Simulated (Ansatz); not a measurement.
The system is TiB2.

```xyz
3
Lattice="3.0292 0.0000 0.0000 -1.5146 2.6234 0.0000 0.0000 0.0000 3.2284" Properties=species:S:1:pos:R:3 pbc="T T T"
Ti    0.0000    0.0000    0.0000
B     1.5146    0.8745    1.6142
B     0.0000    1.7489    1.6142
```

- Program: Ansatz 0.2.0
- Task: relaxation of cell and atoms
- Functional: LDA
- Potentials or basis: Ansatz PAW
- Cutoff: 420 eV (not typed: the program's choice for these potentials)
- k mesh: 10 × 10 × 8
- Occupations: fermi-dirac, width 0.05 eV
- Spin: no spin polarisation

At the start: volume 8.55 Å³/atom.

Where does the relaxation end?

It ends after 7 steps and the volume is 8.18 Å³/atom (-4.3 %); space group P6/mmm (No. 191, to 0.05 Å).

Step by step:
| step | energy change (eV) | largest force (eV/Å) | volume (Å³) |
| --- | --- | --- | --- |
| 1 | 0.0000 | 0.0000 | 25.66 |
| 2 | -0.0400 | 0.0000 | 24.75 |
| 3 | -0.0424 | 0.0000 | 24.52 |
| 4 | -0.0425 | 0.0000 | 24.55 |
| 5 | -0.0408 | 0.0000 | 24.55 |
| 6 | -0.0408 | 0.0000 | 24.54 |
| 7 | -0.0408 | 0.0000 | 24.54 |

Final structure:
```
Ti B
1.0
     2.99288    0.00000    0.00000
    -1.49644    2.59191    0.00000
     0.00000    0.00000    3.16347
Ti B
1 2
Cartesian
  0.0000 0.0000 0.0000
  1.4964 0.8640 1.5817
  0.0000 1.7279 1.5817
```

Caveat: the plane-wave basis is chosen anew once the cell has moved, so the energies of steps on either side of that aren't comparable; the PAW data sets come from PBE, with cores solved anew for the run's functional, which leaves a small shift of forces and pressure.
